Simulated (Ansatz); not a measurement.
RuO2 (rutile)

```
RuO2
1.0
    4.47993     0.00000     0.00000
    0.00000     4.47993     0.00000
    0.00000     0.00000     3.10691
Ru O
2 4
Direct
  0.50000   0.50000   0.50000
  0.00000   0.00000   0.00000
  0.80532   0.80532   0.50000
  0.30532   0.69468   0.00000
  0.69468   0.30532   0.00000
  0.19468   0.19468   0.50000
```

The slice is a (010) plane (indices of the conventional cell) through the point (0.695, 0.305, 0.000) (fractional), spanned by u = [001] and v = [100] in vectors of this cell: u (3.11 Å) and v (4.48 Å, at 90° to u). It covers one period; positions are fractions (u, v).

Computed with r2SCAN (plane waves to 500 eV, PAW, scalar-relativistic; Ansatz, a first-principles code). k mesh 11×11×15. Near the nuclei the fields are pseudised (PAW); where an atom keeps semicore shells as valence, they peak there. RuO2 is run without spin polarisation and with no Hubbard U. RuO2 was relaxed with its symmetry unable to fall.

Task: Predict the map of the electron localisation function (ELF) on the slice.

Result: 
```tsv
v \ u	0.00	0.14	0.27	0.41	0.55	0.68	0.82	0.95
0.88	0.80	0.80	0.23	0.33	0.47	0.15	0.71	0.81
0.75	0.22	0.14	0.14	0.22	0.24	0.16	0.12	0.20
0.62	0.02	0.05	0.25	0.58	0.65	0.36	0.09	0.02
0.50	0.05	0.10	0.62	0.81	0.81	0.74	0.22	0.05
0.38	0.13	0.10	0.42	0.76	0.78	0.60	0.13	0.12
0.25	0.26	0.16	0.05	0.09	0.11	0.05	0.11	0.25
0.12	0.82	0.78	0.37	0.05	0.04	0.18	0.70	0.82
0.00	x	0.76	0.60	0.16	0.21	0.33	0.81	x
```

Values: electron localisation function (ELF). Points within 0.4 Å of a nucleus are blanked (x), as the pseudised field means little there.
